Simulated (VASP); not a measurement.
Here is a VASP 6.6.1 calculation.

The input INCAR:

```
PREC     = Accurate       # precision mode
ENCUT    = 250            # plane-wave cutoff, eV
EDIFF    = 1E-7           # SCF threshold, eV
ISMEAR   = 0              # smearing method
SIGMA    = 0.1            # smearing width, eV
LREAL    = F              # projectors in reciprocal space
LASPH    = T              # aspherical terms in the spheres
NELM     = 100            # most SCF steps
ALGO     = Normal         # electronic algorithm
ISIF     = 2              # what is computed and relaxed
LWAVE    = F              # write WAVECAR
LCHARG   = F              # write CHGCAR
GGA      = PE             # functional
NBANDS   = 13             # bands
```

Contents of KPOINTS:

```
Automatic mesh
0
Gamma
  18 18 18
```

The input POSCAR:

```
W                                       
1.0
   -1.6221385925      1.6221385925      1.6221385925
    1.6221385925     -1.6221385925      1.6221385925
    1.6221385925      1.6221385925     -1.6221385925
  W             
     1
Direct
     0.0000000000000000    0.0000000000000000    0.0000000000000000
```

Potentials or basis: VASP PAW PBE potentials, release 64 (W_sv).

Launch:

```bash
$ cat potpaw_PBE.64/W_sv/POTCAR > POTCAR
$ mpirun -np 1 vasp_std > vasp.out
```

(1) Estimate the band gap on the k mesh.

Answers

(1) none (metal or under the smearing width).
